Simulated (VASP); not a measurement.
# BP in VASP: how settings move the PBE single point

Aim: see what changed inputs do to the PBE single point of BP in the zincblende structure, under +4.8 % biaxial strain in x and y, free along z.

Code: VASP 6.6.1. PAW datasets, plane waves. Calculated at 0 K for a non-magnetic cell.

### 1 The structure to begin with

The cell comes from an earlier relaxation with r2SCAN in another program, then strained, with the atoms relaxed again.

Space group I-4m2 (No. 119), tetragonal; conventional cell a = 3.363 Å, c = 4.447 Å, 12.57 Å³ an atom. Near B stand 4 P at 2.02 Å; near P stand 4 B at 2.02 Å.

Coordinates:

```
CELL_PARAMETERS angstrom
0.00000 2.37788 2.22345
2.37788 0.00000 2.22345
2.37788 2.37788 0.00000
ATOMIC_POSITIONS crystal
B 0.00000 0.00000 0.00000
P 0.25000 0.25000 0.25000
```

### 2 The reference run

Input file INCAR:

```
ENCUT = 520.000000
SIGMA = 0.020000
EDIFF = 1.00e-07
GGA = PE
PREC = Accurate
IBRION = -1
ISIF = 2
ISMEAR = -1
NBANDS = 11
NELM = 120
NSW = 0
LASPH = .TRUE.
LCHARG = .TRUE.
LELF = .TRUE.
LWAVE = .FALSE.
LREAL = .FALSE.
```

Input file KPOINTS:

```
KPOINTS created by Atomic Simulation Environment
0
Gamma
10 10 10
0 0 0
```

Input file POSCAR:

```
B  P
 1.0000000000000000
     0.0000000000000000    2.3778753193000002    2.2234512308999999
     2.3778753193000002    0.0000000000000000    2.2234512308999999
     2.3778753193000002    2.3778753193000002    0.0000000000000000
 B   P
   1   1
Cartesian
  0.0000000000000000  0.0000000000000000  0.0000000000000000
  1.1889376596500001  1.1889376596500001  1.1117256154499999
```

A file KPOINTS_OPT adds named points for the levels; it doesn't enter the self-consistent loop.

Potentials: the recommended PBE PAW datasets, 8 valence electrons.

Launch:

```
$ mpirun -np 1 vasp_std
```

### 3 Variant 1

Input file INCAR:

```
ENCUT = 520.000000
EDIFF = 1.00e-07
GGA = PE
PREC = Accurate
IBRION = -1
ISIF = 2
NBANDS = 11
NELM = 120
NSW = 0
LASPH = .TRUE.
LCHARG = .FALSE.
LWAVE = .FALSE.
LREAL = .FALSE.
NELECT = 7.98
ISMEAR = -4
SIGMA = 0.005
```

KPOINTS is that of step 2.

POSCAR is that of step 2.

### 4 Variant 2

Input file INCAR:

```
ENCUT = 520.000000
GGA = PE
PREC = Accurate
IBRION = -1
ISIF = 2
NBANDS = 11
NELM = 120
NSW = 0
LASPH = .TRUE.
LCHARG = .FALSE.
LWAVE = .FALSE.
LREAL = .FALSE.
EDIFF = 0.001
ISMEAR = 0
SIGMA = 0.1
```

KPOINTS is that of step 2.

POSCAR is that of step 2.

### 5 Variant 3

Input file INCAR:

```
ENCUT = 520.000000
SIGMA = 0.020000
EDIFF = 1.00e-07
PREC = Accurate
IBRION = -1
ISIF = 2
ISMEAR = -1
NBANDS = 11
NSW = 0
LASPH = .TRUE.
LCHARG = .FALSE.
LWAVE = .FALSE.
LREAL = .FALSE.
NELM = 100
GGA = XX
```

KPOINTS is that of step 2.

POSCAR is that of step 2.

Q: Predict the outcome of this session. Wanted: for each run, changed; ending; energy change; pressure; electronic steps; usable.

The runs gave:

| run | changed | ending | energy change (meV/atom) | pressure (GPa) | gap on the mesh (eV; negative: overlap) | electronic steps | time | usable |
| --- | --- | --- | --- | --- | --- | --- | --- | --- |
| ref. | – | converged | 0 | -9.7 | 0.39 | 14 | 9.4 s | yes |
| 1 | NELECT = 7.98, ISMEAR = -4, SIGMA = 0.005 | converged | – | -11.1 | – | 14 | 9.1 s | no |
| 2 | EDIFF = 0.001, ISMEAR = 0, SIGMA = 0.1 | converged | 0.1 | -9.9 | 0.38 | 9 | 6.1 s | yes |
| 3 | GGA = XX | refused | – | – | – | – | 0.4 s | no |

What this shows: Of 3 altered inputs, 1 gave no result, 1 ended normally on a faulty or unsound input, 1 gave usable results. «EDIFF = 0.001, ISMEAR = 0, SIGMA = 0.1» moves the energy by 0.1 meV/atom.
